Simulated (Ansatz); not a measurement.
# Elastic constants of AlAs (F-43m) under pressure

```yaml
crystal:
  lattice:
    - [0.00000, 2.83895, 2.83895]
    - [2.83895, 0.00000, 2.83895]
    - [2.83895, 2.83895, 0.00000]
  atoms:
    - { symbol: Al, position: [0.00000, 0.00000, 0.00000] }
    - { symbol: As, position: [0.75000, 0.75000, 0.75000] }
```

This is the zero-pressure cell. At each pressure cell and atoms are relaxed in this structure, and the constants are slopes of the stress at strains of ±0.005 with relaxed ions (the coefficients that govern stability under load). Level: r²SCAN, PAW on Ansatz 0.2.0's default frozen-core files (fitted under PBE), scalar-relativistic; k mesh 8×8×8, strains of ±0.005, fixed occupations, cutoff 500 eV. P is the pressure of the relaxed cell, less that of this one.

| P (GPa) | V/V₀ | C11 (GPa) | C12 (GPa) | C44 (GPa) |
| --- | --- | --- | --- | --- |
| 0.00 | 1.0000 | 116.8 | 55.5 | 58.2 |
| 0.95 | 0.9878 | 120.6 | 59.6 | 58.9 |
| 1.96 | 0.9757 | 124.5 | 63.9 | 59.5 |
| 3.99 | ? | ? | ? | ? |
| 7.00 | 0.9247 | 142.8 | 84.5 | 61.2 |
| 9.99 | 0.8998 | 152.9 | 96.3 | 61.5 |
| 15.00 | 0.8642 | 168.8 | 115.5 | 60.9 |

Problem. Does the bulk modulus from the constants agree with the pressure-volume curve?

Solution. A third-order Birch-Murnaghan fit to the volumes shown (F against f, f = [(V₀/V)^(2/3) − 1]/2) gives B₀ = 76.0 GPa and B′ = 4.1. Its −V dP/dV stands beside (C11 + 2C12)/3:

```
P (GPa)  from P(V)  from the constants
   0.00       76.0                75.9
   0.95       79.9                79.9
   1.96       84.0                84.1
   7.00      103.8               103.9
   9.99      115.3               115.1
  15.00      134.0               133.3
```

Problem. What are the pressure derivatives at zero pressure?

Solution. Slopes at V₀ of quadratic fits in −ln(V/V₀) through the first four rows shown, divided by B₀: dC11/dP = 4.0, dC12/dP = 4.3, dC44/dP = 0.8. The mean slopes up to 2.0 GPa are 3.9, 4.3, 0.7; curvature and scatter of the constants part the two. The combination (dC11/dP + 2 dC12/dP)/3 = 4.2 stands against B′.

Problem. Fill the row at 3.99 GPa.

Solution. Cubic fits in −ln(V/V₀) through all rows shown give C11 = 132.1, C12 = 72.3, C44 = 60.4 GPa. Computed: V/V₀ = 0.9536, C11 (GPa) = 132.1, C12 (GPa) = 72.3, C44 (GPa) = 60.4.

Problem. Does a shear stiffness soften?

Solution. C44 goes from 58.2 to 60.9 GPa, through a maximum of 61.5 near 10 GPa; (C11 − C12)/2 goes from 30.7 to 26.6 GPa. (C11 − C12)/2 softens under pressure, though the lattice stays mechanically stable over this range.

Caveats: no other phase was computed; many crystals of this kind change structure within this range, and rows or crossings beyond such a change describe a metastable lattice; frozen-core PAW files fitted under PBE, their cores solved anew for the functional of the run; constants at zero field, no piezoelectric stiffening; phonons weren't checked at these pressures.
